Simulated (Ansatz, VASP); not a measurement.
**SnTe: programs and potentials compared**

The starting cell:

```
CELL_PARAMETERS angstrom
0.00000 3.15085 3.15085
3.15085 0.00000 3.15085
3.15085 3.15085 0.00000
ATOMIC_POSITIONS crystal
Te 0.50000 0.50000 0.50000
Sn 0.00000 0.00000 0.00000
```

Alike in all runs: task relaxation of cell and atoms; functional PBE; k mesh 7 × 7 × 7; occupations fermi-dirac, width 0.05 eV; no spin polarisation; no spin-orbit coupling.

| program and potentials | plane-wave cutoff (eV) | notes | equilibrium volume (Å³/atom) |
| --- | --- | --- | --- |
| Ansatz, Ansatz PAW | 420 | 15 valence electrons an atom on average | 32.87 |
| VASP, PBE PAW files Sn_d, Te, release 54, 600 eV | 600 | 10 valence electrons an atom on average | 32.86 |
| VASP, PBE PAW files Sn, Te, release 54, 580 eV | 580 | 5 valence electrons an atom on average | 32.78 |
| Ansatz, all-electron LAPW, scalar-relativistic | - | - | 32.92 |

The equilibrium volume spans 32.78 (VASP, PBE PAW files Sn, Te, release 54, 580 eV) to 32.92 Å³/atom (Ansatz, all-electron LAPW, scalar-relativistic), with all-electron results at 32.92. Relaxations stop with a little pressure left, so the last digit of a volume isn't settled.

The functional is the same throughout but for its coding, so the spread measures potentials, basis and numerics; runs on potential files found faulty are left out.

The four calculations describe essentially the same rock-salt SnTe, with volumes differing by only a fraction of a percent. The lowest value, 32.78 Å³/atom, comes from the potentials with the fewest valence electrons, while the two larger-valence PAW sets are practically indistinguishable and lie closer to the all-electron result. This suggests that the Sn 4d shell, though chemically closed, responds slightly to the crystal environment, and that freezing it costs a little accuracy. Other differences in how the potentials were built could contribute as well.

All the relaxed cells are larger than the starting one, in keeping with PBE's familiar tendency to underbind solids of heavy elements. Because the expansion is common to all the runs, including the all-electron one, it can't be blamed on the pseudised cores. The bonding rests mainly on Sn 5p and Te 5p states, which every potential treats as valence. Since both atoms start on inversion centres, where forces vanish by symmetry, the relaxations do not test the polar off-centring known in SnTe at low temperature.
